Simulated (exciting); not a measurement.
# TiO2 (Anatase): the O K edge from the Bethe–Salpeter equation, part 3 of 3

Aim: the O K absorption edge of TiO2 (Anatase) with the electron–hole interaction treated explicitly, and what each term of the kernel does. The measurement to meet: electron-yield XAS at XFEL on anatase nanoparticles, reported in Direct and real-time observation of hole transport dynamics in anatase TiO2 using X-ray free-electron laser (pmc:9085873, 2022), with first peak at 531 eV and second peak at 533.5 eV.

exciting sodium; X-ray absorption, core-level Bethe-Salpeter equation, exchange and statically screened direct term, Tamm-Dancoff, all-electron LAPW+lo PBEsol.

So far. Step 5 (Independent particles): Maxima (height): 1.7 eV (0.54), 4.8 eV (0.61), 9.4 eV (0.28), 15.9 eV (0.54) and 21.4 eV (0.29); 1 lower ones aren't listed. Against the singlet run the r.m.s. difference is 65 %. Moving the earlier curve by +1.7 eV leaves 25 %. The highest maximum lies at 4.8 eV (0.61), against 0.1 eV (1.00). Step 6 (Exchange alone): Maxima (height): 1.8 eV (0.52), 4.9 eV (0.60), 15.9 eV (0.55), 21.5 eV (0.29) and 22.6 eV (0.28); 2 lower ones aren't listed.

### 7. Direct term alone

Level of this step: X-ray absorption, core-level Bethe-Salpeter equation, statically screened direct term alone, Tamm-Dancoff, all-electron LAPW+lo PBEsol (exciting).

input.xml

```
<input>
  <title>TiO2</title>
  <structure speciespath="." autormt="false" epslat="1.0e-5">
    <crystal>
      <basevect>-3.5755507997 3.5755507997 8.9899940910</basevect>
      <basevect>3.5755507997 -3.5755507997 8.9899940910</basevect>
      <basevect>3.5755507997 3.5755507997 -8.9899940910</basevect>
    </crystal>
    <species speciesfile="Ti.xml" rmt="2.055">
      <atom coord="0.7500000000 0.2500000000 0.5000000000"/>
      <atom coord="0.0000000000 0.0000000000 0.0000000000"/>
    </species>
    <species speciesfile="O.xml" rmt="1.490">
      <atom coord="0.7919000000 0.7919000000 0.0000000000"/>
      <atom coord="0.5419000000 0.0419000000 0.5000000000"/>
      <atom coord="0.9581000000 0.4581000000 0.5000000000"/>
      <atom coord="0.2081000000 0.2081000000 0.0000000000"/>
    </species>
  </structure>
  <groundstate do="skip" xctype="GGA_PBE_SOL" ngridk="3 3 5" rgkmax="7" gmaxvr="14" nempty="8" swidth="0.001" maxscl="100" epsengy="1e-5"/>
  <xs xstype="BSE" ngridk="3 3 5" ngridq="3 3 5" vkloff="0.097 0.273 0.493" rgkmax="7" nempty="39" gqmax="3" lmaxapwwf="5" lmaxemat="2" broad="0.01654" tevout="true">
    <energywindow intv="18.091 19.708" points="439"/>
    <screening screentype="full" nempty="60"/>
    <BSE xas="true" xasspecies="2" xasatom="1" xasedge="K" bsetype="triplet" nstlxas="1 35"/>
    <qpointset>
      <qpoint>0 0 0</qpoint>
    </qpointset>
    <plan>
      <doonly task="bse"/>
    </plan>
  </xs>
</input>
```

The run is started by

```bash
$ OMP_NUM_THREADS=4 exciting
```

Numbers of over 12 decimals in the logs are rounded to 6 here.

The program printed:

```text
| EXCITING SODIUM started for task bse ( 445)                                  =
Info(bselauncher): Init time:    0.503688
Info(bselauncher): Setting up and diagonalizing BSE Hamiltonian.
Info(bselauncher): Using momentum transfer vectors from list :   1 to  1
Info(bselauncher): Distributing qmt-points over   1 processes.
Info(bselauncher): BSE type: triplet
Info(bselauncher): Momentum transfer list index: iqmt=  1
Info(bselauncher): Momentum transfer: vqmtl=   0.000   0.000   0.000
Info(bse): Inspecting occupations...
[...]
Info(setup_bse_block): Setting up RR part of hamiltonian
Info(setup_bse_block): Triplet spin state
Info(bse): Diagonalizing RR Hamiltonian (TDA)
Info(bse): Invoking Lapack routine ZHEEVR
      3150 eigen solutions found in the interval:
         i1=       1 i2=    3150
Info(bse): Writing excition energies and oscillator strengths to text file.
Info(makespectrum_dist): Making spectrum using formula for coupling with time reversed AR basis.
Info(makespectrum_dist): Using formalism for vanishing momentum transfer.
Info(writederived): Writing quantities derived from the macroscopic dielectric function.
Info(bselauncher): Spectrum finished for iqmt=  1
Info(bselauncher): All done for BSE type triplet
```

Elapsed: 14 s, on 4 threads of Arm Neoverse V2, shared host.

Maxima (height): 0.0 eV (1.03), 2.7 eV (0.79), 8.0 eV (0.32), 13.8 eV (0.48) and 20.7 eV (0.23). The spectrum differs from the singlet run by 4 % r.m.s.

### 8. The levels of theory side by side

| level | curve passes 0.15 (eV) | highest maximum (eV) | its height |
| --- | --- | --- | --- |
| IP | 0.6 | 4.8 | 0.61 |
| RPA | 0.6 | 4.9 | 0.60 |
| direct only | -1.1 | 0.0 | 1.03 |
| singlet | -1.1 | 0.1 | 1.00 |

| E (eV) | IP | RPA | direct only | singlet |
| --- | --- | --- | --- | --- |
| -4.0 | 0.01 | 0.01 | 0.02 | 0.02 |
| -3.0 | 0.01 | 0.01 | 0.03 | 0.03 |
| -2.0 | 0.02 | 0.02 | 0.06 | 0.06 |
| -1.0 | 0.03 | 0.03 | 0.19 | 0.17 |
| 0.0 | 0.08 | 0.07 | 1.02 | 0.96 |
| 1.0 | 0.30 | 0.28 | 0.49 | 0.49 |
| 2.0 | 0.53 | 0.52 | 0.40 | 0.39 |
| 3.0 | 0.29 | 0.29 | 0.68 | 0.70 |
| 4.0 | 0.46 | 0.44 | 0.30 | 0.31 |
| 5.0 | 0.60 | 0.60 | 0.15 | 0.15 |
| 6.0 | 0.21 | 0.21 | 0.13 | 0.13 |
| 7.0 | 0.14 | 0.14 | 0.19 | 0.19 |
| 8.0 | 0.18 | 0.17 | 0.32 | 0.31 |
| 9.0 | 0.26 | 0.25 | 0.29 | 0.30 |
| 10.0 | 0.28 | 0.27 | 0.22 | 0.22 |
| 11.0 | 0.21 | 0.21 | 0.23 | 0.23 |
| 12.0 | 0.21 | 0.20 | 0.27 | 0.27 |
| 13.0 | 0.23 | 0.23 | 0.39 | 0.39 |
| 14.0 | 0.32 | 0.32 | 0.47 | 0.48 |
| 15.0 | 0.53 | 0.52 | 0.34 | 0.35 |
| 16.0 | 0.53 | 0.54 | 0.22 | 0.23 |
| 17.0 | 0.31 | 0.32 | 0.13 | 0.13 |
| 18.0 | 0.18 | 0.18 | 0.13 | 0.13 |
| 19.0 | 0.18 | 0.19 | 0.16 | 0.16 |
| 20.0 | 0.20 | 0.20 | 0.21 | 0.21 |
| 21.0 | 0.27 | 0.27 | 0.22 | 0.23 |
| 22.0 | 0.27 | 0.28 | 0.19 | 0.19 |
| 23.0 | 0.26 | 0.26 | 0.17 | 0.17 |
| 24.0 | 0.26 | 0.27 | 0.14 | 0.15 |
| 25.0 | 0.19 | 0.20 | 0.11 | 0.11 |

### 9. Against the measurement

The computed energies are raised by 26.6 eV, which puts the computed line on the measured first peak. Each other feature is matched to a computed maximum within 0.8 eV or a fifth of its distance from that line, whichever is more; this matching is ours and leans towards agreement, and the line to align on was chosen with computed spectra in view. The paper's table may not list every feature of the spectrum.

| feature | measured (eV) | BSE (eV) | its height | difference (eV) |
| --- | --- | --- | --- | --- |
| first peak | 531 | 531.0 | 1.00 | set |
| second peak | 533.5 | 533.6 | 0.78 | 0.1 |

### 10. Summary of results

```
absorber and edge   : O K, atom 3
surroundings        : nearest neighbours 2 Ti at 1.93 Å, 1 Ti at 1.98 Å and 2 O at 2.47 Å (site symmetry 2mm)
first bright state  : 0.00 eV from the Kohn–Sham onset, on this mesh
highest maximum     : 0.1 eV
cost of the BSE run : 38 min on 4 MPI ranks of Arm Neoverse V2, shared host; the last task ran on as many threads
```

Against pmc:9085873, the one separation that can be compared is off by 0.1 eV. Is a core exciton bound? Undecided on this mesh: the first bright state (over 5 % of the brightest) lies at 0.00 eV from the Kohn–Sham onset and at -0.13 eV from the lowest bare transition of its own mesh; weaker or dark states reach down to -0.31 eV. Exchange alone changes the independent-particle spectrum by 3 % r.m.s. Leaving exchange out of the full kernel changes the spectrum by 4 % r.m.s. With 45 k points the binding energies are rough, and fine structure above the first lines is partly noise of the mesh. The kernel cutoff is low for a compact core orbital, so the effect of exchange is a lower bound. The zero comes from the unshifted 3×3×5 ground-state mesh; it is exact only where the band minimum lies on that mesh. The Kohn–Sham onset, 504 eV, is no photon energy: the scale needs a rigid shift. Bands and screening come from semilocal DFT, whose small gap overscreens. Vibrations and energy-dependent lifetimes are left out. The structure is a published determination, not relaxed.

[Banner, clock and machine lines of the logs are left out without a mark of their own.]

[Logs are printed without paths, hosts, clocks, repeated set-up lines and the standing remarks that a program may print on its own settings, such as how far it seeks lower states.]

[Hosts, paths, dates, database ids (printed as entryN), source tags and the programs' standing remarks are cut or masked in the printed files.]
